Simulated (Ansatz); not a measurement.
Here is the system:

CaF₂ (fluorite)

```yaml
crystal:
  lattice:
    - [0.00000, 5.43914, 5.43914]
    - [2.71957, 2.71957, 5.43914]
    - [2.71957, 2.71957, 0.00000]
  atoms:
    - { symbol: Ca, position: [0.00000, 0.00000, 0.00000] }
    - { symbol: Ca, position: [0.50000, 0.00000, 0.00000] }
    - { symbol: F, position: [0.00000, 0.25000, 0.25000] }
    - { symbol: F, position: [0.50000, 0.25000, 0.25000] }
    - { symbol: F, position: [0.00000, 0.75000, 0.75000] }
    - { symbol: F, position: [0.50000, 0.75000, 0.75000] }
```

A phonon eigenvector at X = (0.5, 0.5, 0.0) is frozen into this cell: atom i moves by Q times the vector below, so Q is the largest atomic displacement, in Å. The cell is held. It is one choice among 2 degenerate patterns. (q is in reciprocal vectors of the primitive cell; the cell shown is doubled to hold the pattern.)

```json
[
 {"atom": "Ca1", "x": "0.235", "y": "0.000", "z": "0.000"},
 {"atom": "Ca2", "x": "-0.235", "y": "0.000", "z": "0.000"},
 {"atom": "F3", "x": "0.000", "y": "-1.000", "z": "0.000"},
 {"atom": "F4", "x": "0.000", "y": "1.000", "z": "0.000"},
 {"atom": "F5", "x": "0.000", "y": "-1.000", "z": "0.000"},
 {"atom": "F6", "x": "0.000", "y": "1.000", "z": "0.000"}
]
```

All values below come from r2SCAN (plane waves to 500 eV, PAW, scalar-relativistic; Ansatz, a quantum-chemistry and plane-wave program). k mesh 11×11×11 (Γ-centred), Fermi-Dirac smearing 0.05 eV. Energies are smeared free energies. CaF2 was relaxed with its symmetry unable to fall. The zero of ΔE is the undisplaced structure.

The scan covers Q from -0.180 to 0.180 Å in 13 points.

### Question
Which space group does the distorted structure have?

### Answer
Cmcm (No. 63), lowered from Fm-3m.

### Question
What is the energy change at Q = 0.180 Å?

### Answer
592 meV/cell.

### Question
What harmonic wavenumber does the curvature at Q = 0 give?

### Answer
339 cm⁻¹.

(For displaced atoms, the force is minus the slope of the energy, and its curvature is a force constant, which sets phonon frequencies.)
